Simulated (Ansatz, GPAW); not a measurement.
# Geometry or basis: what sets the conductance of butadiene-1,4-dithiol between two Ir chains, part 2 of 4

Wanted: T(E) of butadiene-1,4-dithiol between two Ir chains at a relaxed geometry in two programs, beside the unrelaxed structure.

GPAW 26.7.0 and Ansatz 0.2.0; Ansatz plane waves; relaxation of the junction with the lead ends held (the session's first sound run).

So far. Step 2 (Relaxing the atoms): The relaxation lowered the energy of the cell by 3.15 eV.

### 3. Plane-wave reference (PBE)

Plane waves give the reference curve, free of the bias of atom-centred orbitals.

This step: Ansatz plane waves; Landauer transmission by layers, zero bias (Ansatz 0.2.0).

input.yaml

```yaml
crystal:
  lattice:
    - [11.0488319075, 0.0, 0.0]
    - [0.0, 9.0, 0.0]
    - [0.0, 0.0, 43.0894086291]
  atoms:
    - { symbol: Ir, position: [0.5, 0.5, 0.026688693] }
    - { symbol: Ir, position: [0.5, 0.5, 0.0800660791] }
    - { symbol: Ir, position: [0.5, 0.5, 0.1334434652] }
    - { symbol: Ir, position: [0.5, 0.5, 0.1868208513] }
    - { symbol: Ir, position: [0.5, 0.5, 0.2401982373] }
    - { symbol: Ir, position: [0.5, 0.5, 0.2935756234] }
    - { symbol: Ir, position: [0.3864313966, 0.489577568, 0.337976772] }
    - { symbol: Ir, position: [0.4627566504, 0.4954109754, 0.3873939091] }
    - { symbol: S, position: [0.3483362999, 0.4930478688, 0.4285961212] }
    - { symbol: H, position: [0.5838870155, 0.4988051086, 0.4708005339] }
    - { symbol: C, position: [0.3897962849, 0.4953645519, 0.4670822961] }
    - { symbol: C, position: [0.4983871581, 0.4978316559, 0.4836018387] }
    - { symbol: H, position: [0.3063233982, 0.4943055471, 0.480856758] }
    - { symbol: H, position: [0.6950058011, 0.5016304556, 0.5191811829] }
    - { symbol: C, position: [0.5029282452, 0.4988215892, 0.5163987136] }
    - { symbol: C, position: [0.6114805587, 0.5007867615, 0.5329371997] }
    - { symbol: H, position: [0.4174313954, 0.4980166908, 0.5292015932] }
    - { symbol: S, position: [0.6527855287, 0.5022287752, 0.5714391822] }
    - { symbol: Ir, position: [0.5380453845, 0.5009521209, 0.6125872266] }
    - { symbol: Ir, position: [0.6140412819, 0.5033821015, 0.6620505761] }
    - { symbol: Ir, position: [0.5, 0.5, 0.7064243766] }
    - { symbol: Ir, position: [0.5, 0.5, 0.7598017627] }
    - { symbol: Ir, position: [0.5, 0.5, 0.8131791487] }
    - { symbol: Ir, position: [0.5, 0.5, 0.8665565348] }
    - { symbol: Ir, position: [0.5, 0.5, 0.9199339209] }
    - { symbol: Ir, position: [0.5, 0.5, 0.973311307] }
kpoints:
  mp_grid: { grid: [1, 1, 2] }
hamiltonian:
  xc: pbe
scf:
  occupations: { method: fermi_dirac, width: 0.1 }
output:
  transmission:
    leads: [[0, 1]]
    e_range: [-2, 2]
    de: 0.025
    kmesh: [1, 1]
    reduced_basis: true
  write_potential: true
  write_density: true
  volumetric_format: npy
```

Launch:

```console
> ansatz run input.yaml --threads 4 --pin off --max-ram 8192MiB --backend cpu --events-out ev --progress --plain --runs-dir out
```

Numbers of over 12 decimals in the logs are rounded to 6 here.

The program printed:

```text
[...]
Crystal: 26 atoms, lattice volume = 4284.789 Å³
Basis set: ecut = 420 eV, 83687 PW (Γ)
Bands: 183, of which v1, the nominal top of the filled ones, is band 152 counted from 1 (151 counted from 0)
Symmetry: 1 space group operations
[...]
k-points: 2
[...]
SCF iter   1: F=—  HF=-193778.163579 eV  |F-HF|=—  |Δ(HF+E_count)|=         —  Δρ=1.23e-2  dr2=6.96e1  ethr=1.77e-3  ⟨swp⟩=8.5  Hψ=1493  notcnv=0  defer=2
[...]
SCF iter  11: F=-193777.418877 eV  HF=-193777.418877 eV  |F-HF|=1.10e-8  |Δ(HF+E_count)|=   3.56e-7  Δρ=1.17e-6  dr2=9.95e-8  ethr=3.29e-11  ⟨swp⟩=16.0  Hψ=1053  notcnv=0
SCF 1 converged in 11 iterations: F = -193777.418877 eV  dr2 = 9.95e-8
[...]
transmission: 54 of 324 steps passed
transmission: 108 of 324 steps passed
[...]
transmission: 324 of 324 steps passed
WARN: The input density's exchange-correlation potential varies sharply where the density is thin. Do not read a vacuum level from v_tot or v_xc, or from such a field of the output density. On a cell that repeats whose density bears no net charge and no dipole along the vacuum's axis use v_es (v_loc + v_h of the components); under efield.dipole_correction with no amplitude use v_es + v_field, which holds any external [...]
SCF converged after 11 iterations
the last check of whether an eigenvalue changes by more than its tolerance under the output density was not made (no_room)
Free energy (F): -193777.418877 eV
[...]
Internal energy: -193775.880481 eV  (E = F + TS)
E sigma→0 (E₀):  -193776.649679 eV
Entropy (-TS):   -1.538396 eV (-59.169 meV/atom)
Fermi energy:    -3.592654 eV
[...]
--- Band table (eV) ---
  k-point 0: bands = [... 148 lower, -3.6908, -3.6805, -3.6184, -3.6004, -3.5727, -3.5675, -3.5655, -3.5029, ... 27 higher]
  k-point 1: bands = [... 148 lower, -3.7112, -3.6925, -3.6623, -3.6112, -3.5740, -3.5696, -3.5649, -3.4767, ... 27 higher]
--- Transmission ---
  basis      : 871 plane waves across, 54 finite elements along
  points     : 1, standing for a mesh of 1 x 1
  filling    : by the input's occupations and mesh, since the crystals that have channels conduct as metals do. If one of these is a semiconductor, that mesh has misplaced its level
  energies   : 161 from -2.000000 to 2.000000 eV about the Fermi level, 0.025000 eV apart; the leads are filled to 0.000000 eV, and channels, transmission and decay are at 0.000000 eV
  crystal 0  : Ir1, at the sites [0, 1], period 2.3000 Å, over 27.60 Å; its Hamiltonian steps by up to 11.9 meV
    offset         : up to 0.0000 Å between an atom of the period and one for which it stands
    filled         : 7.4 meV over the level at which it is neutral
    channels       : 6.000000e0 a spin
    conductance    : 4.5061e14 S/m² at 300 K; may be off by some 0.0 % by where its bands' edges are placed, 0.9 % from the distance to neutral
  junction   : crystal 0 to crystal 0, 0.70 to 41.49 Å
    transmission   : 4.648278e-1 a spin
    error estimate : 2.732031e-4 a spin from the reduction of the transverse basis, at the most 2.547018e-3 at -1.425000 eV
    conductance    : 3.9588e13 S/m² at 300 K (3.9533e13 on every other energy)
    error estimate : 0.1 % from the energy spacing and 0.0 % from band edges of the leads and from resonances (wavevectors taken as independent; lower de), 0.1 % from the reduction of the transverse basis, 6.6 % from the steps of its leads' Hamiltonians or their offsets (lay more layers), 1.1 % from the distance to neutral
    resistance     : 2.3041e-2 Ω µm² beyond half of each lead's own
```

The job ended after 3.6 min (4 threads of Intel Xeon Platinum 8375C at 2.90GHz (Ice Lake), shared host; peak memory 6.6 GiB; 7.1 min of CPU time).

In the SCF lines HF is the Harris–Foulkes energy and dr2 the Hartree energy of the density residual, in eV; the loop may stop once dr2 is under the threshold and the program's other checks hold. Hψ counts applications of the Hamiltonian.

Numbers from this step:

```
free energy                                             : -193777.4189 eV
lead level                                              : 0 eV from the Fermi level
transmission at the Fermi level (one spin)              : 0.4648
open channels of the lead at the Fermi level (one spin) : 6
step of the potential along the lead                    : 11.9 meV
offset of the lead                                      : 0 Å
filling of the lead less its bulk value, in size        : 7.4 meV
conductance                                             : 0.5081 G₀
```

One spin. The transmission, zone mean by energy, zero at the Fermi level:

energy (eV), transmission, zone mean and a bar:
```
   -2.000       0.31 #########
   -1.800       0.29 #########
   -1.600       0.40 ############
   -1.450       0.89 ###########################
   -1.400       0.53 ################
   -1.200       0.09 ###
   -1.025       0.20 ######
   -1.000       0.11 ###
   -0.800       0.58 #################
   -0.600       0.90 ###########################
   -0.450       1.01 ##############################
   -0.400       0.99 #############################
   -0.200       0.65 ###################
    0.000       0.46 ##############
    0.175       0.98 #############################
    0.200       0.97 #############################
    0.400       0.44 #############
    0.600       0.99 #############################
    0.800       0.03 #
    1.000       0.01 
    1.200       0.00 
    1.400       0.00 
    1.600       0.00 
    1.800       0.00 
    2.000       0.00
```

One spin. Open channels, zone mean against energy, zero at the Fermi level:

```csv
energy (eV),"open channels, zone mean"
-2.000,3
-1.800,4
-1.600,4
-1.400,6
-1.200,6
-1.000,6
-0.800,6
-0.600,6
-0.400,6
-0.200,6
0.000,6
0.200,4
0.400,4
0.600,4
0.800,4
1.000,3
1.200,3
1.400,3
1.600,3
1.800,3
2.000,3
```

Crystal 0, spin -, k parallel (0, 0); distinct values, listed up to 1.5 1/Å. Im kz of the slowest decaying states against energy, zero at the Fermi level:

```csv
energy (eV),decay 1 (Å⁻¹),decay 2 (Å⁻¹),decay 3 (Å⁻¹),decay 4 (Å⁻¹)
-2.000,0.0461,0.550,0.55,1.31
-1.800,0.446,0.447,1.29,1.31
-1.600,0.302,0.302,1.27,1.29
-1.400,1.25,1.27,1.33,1.43
-1.200,1.23,1.25,1.31,1.41
-1.000,1.21,1.23,1.29,1.39
-0.800,1.19,1.21,1.27,1.37
-0.600,1.17,1.19,1.25,1.35
-0.400,1.14,1.17,1.23,1.33
-0.200,1.12,1.14,1.21,1.31
0.000,1.10,1.12,1.19,1.29
0.200,0.246,0.246,1.07,1.10
0.400,0.368,1.05,1.07,1.14
0.600,0.451,0.451,1.02,1.05
0.800,0.515,0.515,1.000,1.03
1.000,0.0971,0.567,0.567,0.974
1.200,0.198,0.611,0.611,0.948
1.400,0.259,0.648,0.648,0.921
1.600,0.304,0.681,0.681,0.894
1.800,0.340,0.709,0.866,0.898
2.000,0.371,0.735,0.838,0.871
```

Crystal 0, spin -, k parallel (0, 0). Re kz of states that move upwards against energy, zero at the Fermi level:

```csv
energy (eV),channel 1 (Å⁻¹),channel 2 (Å⁻¹),channel 3 (Å⁻¹),channel 4 (Å⁻¹),channel 5 (Å⁻¹),channel 6 (Å⁻¹)
-2.000,-0.681,-0.681,0.707,-,-,-
-1.800,-0.649,-0.648,0.258,0.723,-,-
-1.600,-0.617,-0.616,0.369,0.740,-,-
-1.400,-0.586,-0.585,0.153,0.153,0.454,0.758
-1.200,-0.555,-0.555,0.382,0.382,0.527,0.776
-1.000,-0.526,-0.525,0.528,0.528,0.591,0.795
-0.800,-0.496,-0.495,0.647,0.652,0.652,0.816
-0.600,-0.467,-0.466,0.698,0.769,0.769,0.841
-0.400,-0.438,-0.437,0.741,0.871,0.888,0.888
-0.200,-0.409,-0.408,0.777,0.907,1.02,1.02
0.000,-0.380,-0.380,0.805,0.951,1.21,1.21
0.200,-0.352,-0.351,0.829,1.00,-,-
0.400,-0.323,-0.322,0.849,1.06,-,-
0.600,-0.293,-0.293,0.868,1.13,-,-
0.800,-0.264,-0.263,0.885,1.22,-,-
1.000,-0.234,-0.233,0.901,-,-,-
1.200,-0.203,-0.202,0.917,-,-,-
1.400,-0.170,-0.169,0.933,-,-,-
1.600,-0.136,-0.135,0.948,-,-,-
1.800,-0.0985,-0.0972,0.964,-,-,-
2.000,-0.0507,-0.0491,0.979,-,-,-
```

The electrostatic potential energy of an electron (with the applied field's), less the Fermi level, planar mean oscillates, so the rows of the table below give means over windows of 2.15 Å about each position, cut where the curve ends. Its first 14 maxima inside the range that stand out by 2 % of the span (Å: eV): 2.3: 5.34, 4.6: 5.33, 6.9: 5.30, 9.2: 5.25, 11.5: 5.14, 13.6: 4.53, 15.7: 4.72, 17.7: 4.39, 19.4: 4.44, 21.5: 4.29, 23.7: 4.44, 25.4: 4.39, 27.4: 4.72, 29.4: 4.53. Its first 14 minima: 1.1: 3.86, 3.4: 3.84, 5.7: 3.83, 8.0: 3.79, 10.3: 3.72, 12.6: 3.51, 14.5: 3.42, 16.7: 3.36, 18.5: 3.86, 20.5: 3.24, 22.6: 3.24, 24.6: 3.86, 26.4: 3.36, 28.6: 3.42.

Electrostatic potential energy of an electron (with the applied field's), less the Fermi level, planar mean against z; means over each step:

```csv
z (Å),"electrostatic potential energy of an electron (with the applied field's), less the Fermi level, planar mean (eV)"
1.07,4.55
3.22,4.54
5.37,4.55
7.52,4.53
9.67,4.50
11.82,4.38
13.97,3.93
16.12,4.01
18.27,4.10
20.42,3.74
22.57,3.73
24.72,4.12
26.87,4.00
29.02,3.94
31.17,4.36
33.32,4.48
35.47,4.52
37.62,4.53
39.77,4.53
41.92,4.52
```

The valence density, planar mean oscillates, so the rows of the table below give means over windows of 2.3 Å about each position, cut where the curve ends. Its first 14 maxima inside the range that stand out by 2 % of the span (Å: e/Å³): 1.1: 0.146, 3.4: 0.146, 5.7: 0.146, 8.0: 0.146, 10.3: 0.147, 12.6: 0.146, 14.5: 0.146, 16.7: 0.148, 18.2: 0.0401, 20.5: 0.0707, 22.6: 0.0706, 24.8: 0.0401, 26.4: 0.148, 28.6: 0.146. Its first 14 minima: 2.3: 0.0225, 4.6: 0.0225, 6.9: 0.0226, 9.2: 0.0225, 11.5: 0.0229, 13.6: 0.0356, 15.7: 0.0268, 17.7: 0.0340, 19.4: 0.0261, 21.5: 0.0289, 23.7: 0.0261, 25.4: 0.0341, 27.4: 0.0268, 29.4: 0.0356.

Valence density, planar mean against z; means over each step:

```csv
z (Å),"valence density, planar mean (e/Å³)"
1.15,0.0743
3.45,0.0743
5.75,0.0744
8.05,0.0744
10.35,0.0744
12.65,0.0776
14.95,0.0789
17.25,0.0786
19.55,0.0423
21.85,0.0481
24.15,0.0352
26.45,0.0780
28.75,0.0816
31.05,0.0751
33.35,0.0744
35.65,0.0744
37.95,0.0744
40.25,0.0743
42.55,0.0937
```

The largest of the program's own error estimates on the conductance is 6.6 %. T at the Fermi level is 0.465 of 6 open channels a spin, without spin-orbit coupling, which is large for these atoms.

(Part 2 of 4 ends here.)

[Logs are printed without paths, hosts, clocks, repeated set-up lines and the standing remarks that a program may print on its own settings, such as how far it seeks lower states.]

[Hosts, paths, dates, database ids (printed as entryN), source tags and the programs' standing remarks are cut or masked in the printed files.]
